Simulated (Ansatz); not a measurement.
# Ge (P-1) in Ansatz: convergence with basis error

Aim: find how far basis error must go before the results for Ge settle, at LDA. This setting moves, with any that are tied to it; all else stays.

Everything below comes from runs of Ansatz 0.2.0. Logs are shortened: lines on timing, memory, paths and dates and some standing lists are left out, and cuts for length are marked.

**1. The cell of the first run**

The typed cell holds 2 atoms: a = 4.001 Å, b = 4.001 Å, c = 4.001 Å, α = 60.00°, β = 60.00°, γ = 60.00°.

The cell isn't the ideal one: atoms moved at random, drawn with an rms of 0.02 Å.

**2. With basis error 0.03 eV/atom**

Input file input.yaml:

```yaml
crystal:
  lattice:
    - [0.0, 2.82891, 2.82891]
    - [2.82891, 0.0, 2.82891]
    - [2.82891, 2.82891, 0.0]
  atoms:
    - { symbol: Ge, position: [0.747572, 0.75281, 0.747846] }
    - { symbol: Ge, position: [0.495611, 0.502959, 0.502233] }
kpoints:
  mp_grid: { grid: [5, 5, 5] }
scf:
  occupations: { method: fermi_dirac, width: 0.05 }
hamiltonian:
  xc: lda
  pseudopotentials: { kind: all_electron, lapw: { basis_error: 0.03 } }
output:
  forces: true
  stress: true
  eigenvalues: true
```

Potentials or basis: all-electron LAPW, scalar-relativistic.

Started as:

```sh
ansatz run input.yaml --threads 1 --pin off --max-ram 3072MiB --backend cpu --events-out ev --progress --plain --runs-dir out
```

It took 8.2 s on 1 thread of Intel Xeon Platinum 8488C (Sapphire Rapids), shared host; peak memory 0.3 GiB.

What came out:

```yaml
Free_energy: -114074.1913 eV
Pressure: -0.8 GPa
Largest_force: 0.124 eV/Å
Band_gap_on_the_k_mesh: 0.09 eV, direct
```

**3. With basis error 0.01 eV/atom**

Edit input.yaml of step 2 so:

```diff
@@ -14,3 +14,3 @@
   xc: lda
-  pseudopotentials: { kind: all_electron, lapw: { basis_error: 0.03 } }
+  pseudopotentials: { kind: all_electron, lapw: { basis_error: 0.01 } }
 output:
```

Potentials or basis: all-electron LAPW, scalar-relativistic.

Started as:

```sh
ansatz run input.yaml --threads 1 --pin off --max-ram 3072MiB --backend cpu --events-out ev --progress --plain --runs-dir out
```

Wall time 9 s (1 thread of Intel Xeon Platinum 8488C (Sapphire Rapids), shared host); peak memory 0.33 GiB.

Results:

```yaml
Free_energy: -114074.2055 eV
Pressure: -0.9 GPa
Largest_force: 0.124 eV/Å
Band_gap_on_the_k_mesh: 0.09 eV, direct
```

**4. With basis error 0.003 eV/atom**

Edit input.yaml of step 3 so:

```diff
@@ -14,3 +14,3 @@
   xc: lda
-  pseudopotentials: { kind: all_electron, lapw: { basis_error: 0.01 } }
+  pseudopotentials: { kind: all_electron, lapw: { basis_error: 0.003 } }
 output:
```

Started as:

```sh
ansatz run input.yaml --threads 1 --pin off --max-ram 3072MiB --backend cpu --events-out ev --progress --plain --runs-dir out
```

It took 13 s on 1 thread of Intel Xeon Platinum 8488C (Sapphire Rapids), shared host; peak memory 0.37 GiB.

Results:

```yaml
Free_energy: -114074.2103 eV
Pressure: -0.9 GPa
Largest_force: 0.124 eV/Å
Band_gap_on_the_k_mesh: 0.09 eV, direct
```

**5. With basis error 0.001 eV/atom**

Edit input.yaml of step 4 so:

```diff
@@ -14,3 +14,3 @@
   xc: lda
-  pseudopotentials: { kind: all_electron, lapw: { basis_error: 0.003 } }
+  pseudopotentials: { kind: all_electron, lapw: { basis_error: 0.001 } }
 output:
```

Started as:

```sh
ansatz run input.yaml --threads 1 --pin off --max-ram 3072MiB --backend cpu --events-out ev --progress --plain --runs-dir out
```

Run time: 15 s. Hardware: 1 thread of Intel Xeon Platinum 8488C (Sapphire Rapids), shared host; peak memory 0.41 GiB.

Results:

- Free energy: -114074.2116 eV
- Pressure: -0.9 GPa
- Largest force: 0.124 eV/Å
- Band gap on the k mesh: 0.09 eV, direct

**6. With basis error 0.0003 eV/atom**

Edit input.yaml of step 5 so:

```diff
@@ -14,3 +14,3 @@
   xc: lda
-  pseudopotentials: { kind: all_electron, lapw: { basis_error: 0.001 } }
+  pseudopotentials: { kind: all_electron, lapw: { basis_error: 0.0003 } }
 output:
```

Potentials or basis: all-electron LAPW, scalar-relativistic.

Started as:

```sh
ansatz run input.yaml --threads 1 --pin off --max-ram 3072MiB --backend cpu --events-out ev --progress --plain --runs-dir out
```

Wall time 17 s (1 thread of Intel Xeon Platinum 8488C (Sapphire Rapids), shared host); peak memory 0.46 GiB.

Results (log left out):

```
Free energy            : -114074.2121 eV
Pressure               : -0.9 GPa
Largest force          : 0.124 eV/Å
Band gap on the k mesh : 0.09 eV, direct
```

**7. With basis error 0.0001 eV/atom**

Edit input.yaml of step 6 so:

```diff
@@ -14,3 +14,3 @@
   xc: lda
-  pseudopotentials: { kind: all_electron, lapw: { basis_error: 0.0003 } }
+  pseudopotentials: { kind: all_electron, lapw: { basis_error: 0.0001 } }
 output:
```

Potentials or basis: all-electron LAPW, scalar-relativistic.

Started as:

```sh
ansatz run input.yaml --threads 1 --pin off --max-ram 3072MiB --backend cpu --events-out ev --progress --plain --runs-dir out
```

What it wrote:

```text
Warning: RAYON_NUM_THREADS=1 ignored (pool sized by the plan → 1); use --threads N
LAPW: plane waves up to 10.341 Å⁻¹, error target 1.0e-4 eV per atom; small_component_spin mean_spin; Ge in spheres of 1.221 Å, 22 of its electrons in bands, Dirac shells [] (how accurate: hamiltonian.pseudopotentials.lapw.basis_error, Limitations)
Engine: ansatz 0.2.0, x86_64-unknown-linux-gnu
Pseudopotentials: kind: all_electron
Pseudopotential: Ge, LAPW, valence charge 22, lapw/all_electron/scalar/gaussian/Ge, Koelling and Harmon's equation, gaussian nucleus
Functional definition: SPW92
  exchange = slater_x
  correlation = pw_c
Crystal: 2 atoms, lattice volume = 45.278 Å³
Basis set: ecut = 407.4317380935657 eV, 869 PW (Γ), exchange–correlation at level 2
Bands: 27, of which v1, the nominal top of the filled ones, is band 22 counted from 1 (21 counted from 0)
Symmetry: 2 space group operations
Space group: P-1 (ITA 2), of the structure as read, at distance tolerance 3.6e-5 Å
k-points: 63 of 125
Non-local potential: Ge, projectors of the file, none
Initial density: superposition of atomic densities (chi_scale 0.1, normalization cell)
Initial wavefunctions: plane waves of lowest kinetic energy (no species holds an atomic orbital)
Functional: x = slater, c = lda
iter 1 solved again at ethr=1.06e-3 eV; its pass at ethr=1.00e-1 eV (dr2=4.68e-1 eV) is discarded
SCF iter   1: F=—  HF=-114074.375525 eV  |F-HF|=—  |Δ(HF+E_count)|=         —  Δρ=3.01e-2  dr2=4.69e-1  ethr=1.06e-3  ⟨swp⟩=2.1  Hψ=10501  notcnv=0
preconditioner: auto → Kerker (q_TF=auto, 2.715 Å⁻¹)  [metal: Δε(μ)=0.102 eV  Ē_g=24.290 eV  σ=0.050 eV  W_gap=0.47  n_scr=14 (ndim 8)  ℏωp=29.2 eV  f_vac=0.088  D(μ)=0.18/eV (n_scr^D=0)]
SCF iter   2: F=—  HF=-114074.304079 eV  |F-HF|=—  |Δ(HF+E_count)|=   7.14e-2  Δρ=2.09e-2  dr2=2.80e-1  ethr=1.06e-3  ⟨swp⟩=2.0  Hψ=4736  notcnv=0
SCF iter   3: F=—  HF=-114074.259105 eV  |F-HF|=—  |Δ(HF+E_count)|=   4.50e-2  Δρ=7.04e-3  dr2=4.74e-2  ethr=6.37e-4  ⟨swp⟩=2.0  Hψ=5043  notcnv=0
SCF iter   4: F=—  HF=-114074.214944 eV  |F-HF|=—  |Δ(HF+E_count)|=   4.42e-2  Δρ=4.17e-3  dr2=1.43e-2  ethr=1.08e-4  ⟨swp⟩=2.0  Hψ=4750  notcnv=0
iter 5 solved again at ethr=2.37e-6 eV; its pass at ethr=3.25e-5 eV (dr2=1.04e-3 eV) is discarded
SCF iter   5: F=—  HF=-114074.211873 eV  |F-HF|=—  |Δ(HF+E_count)|=         —  Δρ=1.30e-3  dr2=1.04e-3  ethr=2.37e-6  ⟨swp⟩=2.0  Hψ=8464  notcnv=0
the basis was enlarged: its passes take 329.5 KiB over the memory plan, 1 of 1 planned eigensolver slots
SCF iter   6: F=—  HF=-114074.212207 eV  |F-HF|=—  |Δ(HF+E_count)|=   3.34e-4  Δρ=3.55e-4  dr2=5.52e-5  ethr=2.36e-6  ⟨swp⟩=2.0  Hψ=4736  notcnv=0
SCF iter   7: F=—  HF=-114074.212231 eV  |F-HF|=—  |Δ(HF+E_count)|=   2.45e-5  Δρ=2.56e-5  dr2=1.48e-7  ethr=1.26e-7  ⟨swp⟩=3.0  Hψ=4845  notcnv=0
SCF iter   8: F=-114074.212232 eV  HF=-114074.212232 eV  |F-HF|=3.72e-8  |Δ(HF+E_count)|=   3.57e-7  Δρ=7.68e-6  dr2=1.45e-8  ethr=3.37e-10  ⟨swp⟩=3.0  Hψ=4976  notcnv=0
SCF 1 converged in 8 iterations: F = -114074.212232 eV  dr2 = 1.45e-8
SCF converged after 8 iterations
Free energy (F): -114074.212232 eV
Harris-Foulkes:  -114074.212232 eV  (|F-HF|=3.72e-8)
Internal energy: -114074.209121 eV  (E = F + TS)
E sigma→0 (E₀):  -114074.210677 eV
Entropy (-TS):   -0.003110 eV (-1.555 meV/atom)
Fermi energy:    9.688919 eV
--- Per-component energies (eV) ---
  E_band       = -2091.532511
  E_kinetic    = 116421.701172
  E_xc         = -4179.527402
  E_electrostatic = -226316.382892  (all electrons and nuclei)
  E_smearing   = -0.003110  (= −TS)
  E_closure    = 0.000000  (closes the sum)
  E_atoms      = -114063.943511  (free atoms, spherical and without spin; not in F)
  Σ components = -114074.212232   (vs F -114074.212232, Δ=0.00e0)
  Basis errors (estimates in eV, not in F): energy 4.0e-5 per atom: plane waves 3.7e-5 (2.3e-5 summed), levels above the bands 3.4e-72, relativity 3.7e-9, radial functions 2.6e-6, core shells 4.1e-11; eigenvalues (radial functions only) 4.8e-8; not estimated: angular momenta, meshes, grids; target (lapw.basis_error) 1.0e-4; muffin-tin radii Ge 1.221 Å
--- Forces (eV/Å), atoms counted from 1 ---
  atom   1  Ge     0.10422618     0.05441368    -0.03954814
  atom   2  Ge    -0.10422618    -0.05441368     0.03954814
  max |Σ_I F_I| component: 0.00e0 eV/Å
--- Stress (GPa, compression-positive) ---
       -0.924165      -0.162580       0.218186
       -0.162580      -0.917373       0.408110
        0.218186       0.408110      -0.916169
  P = ⅓ Tr σ = -0.9192 GPa (-9.192 kbar)
--- Band table (eV; the first three rows and the last of 63) ---
  k-point 0: bands = ["-153.1634", "-153.1609", "-100.8137", "-100.8125", "-100.8119", "-100.8055", "-100.8034", "-100.8025", "-15.2091", "-15.2075", "-15.2039", "-15.1706", "-15.1706", "-14.9614", "-14.9583", "-14.9569", "-14.9463", "-14.9463", "-3.1249", "9.5073", "9.6399", "9.6795", "9.7729", "12.1563", "12.2306", "12.2628", "15.8825"]
  k-point 1: bands = ["-153.1632", "-153.1611", "-100.8134", "-100.8127", "-100.8121", "-100.8058", "-100.8033", "-100.8023", "-15.2226", "-15.2209", "-15.1965", "-15.1498", "-15.1496", "-14.9787", "-14.9781", "-14.9700", "-14.9301", "-14.9289", "-2.6471", "5.8699", "8.9892", "9.0235", "10.3795", "13.0682", "13.1056", "14.3270", "17.5389"]
  k-point 2: bands = ["-153.1629", "-153.1614", "-100.8130", "-100.8127", "-100.8124", "-100.8064", "-100.8030", "-100.8020", "-15.2311", "-15.2292", "-15.1836", "-15.1320", "-15.1317", "-14.9916", "-14.9911", "-14.9847", "-14.9213", "-14.9195", "-1.4325", "2.7276", "8.3540", "8.3873", "9.7835", "13.3918", "13.4394", "16.7397", "18.2965"]
  k-point 62: bands = ["-153.1626", "-153.1617", "-100.8143", "-100.8132", "-100.8103", "-100.8054", "-100.8044", "-100.8019", "-15.2545", "-15.2371", "-15.1646", "-15.1108", "-15.1001", "-15.0236", "-15.0217", "-14.9946", "-14.9099", "-14.8946", "-0.6447", "2.0673", "5.9600", "7.8162", "11.3135", "13.8914", "14.7060", "16.8899", "17.8448"]
```

Run time: 22 s. Hardware: 1 thread of Intel Xeon Platinum 8488C (Sapphire Rapids), shared host; peak memory 0.49 GiB.

Results:

| Property | Result |
| --- | --- |
| Free energy | -114074.2122 eV |
| Pressure | -0.9 GPa |
| Largest force | 0.124 eV/Å |
| Band gap on the k mesh | 0.09 eV, direct |

**8. Summary**

```csv
basis error,"energy less the tightest run, at zero smearing (meV/atom)",pressure (GPa),SCF cycles,CPU time (s),peak memory (GiB)
0.03 eV/atom,10.45,-0.80,8,8.2,0.3
0.01 eV/atom,3.38,-0.88,8,8.9,0.33
0.003 eV/atom,0.96,-0.91,8,13,0.37
0.001 eV/atom,0.30,-0.92,8,15,0.41
0.0003 eV/atom,0.06,-0.92,8,17,0.46
0.0001 eV/atom,0.00,-0.92,8,22,0.49
```

Against the tightest run, the energy stays within 1 meV/atom from 0.003 eV/atom on; the pressure stays within 0.1 GPa from 0.01 eV/atom on. The tightest run that finished is the yardstick and may itself not be fully converged.

Caveats: an odd mesh through Γ misses points on the zone boundary, where band edges often lie.
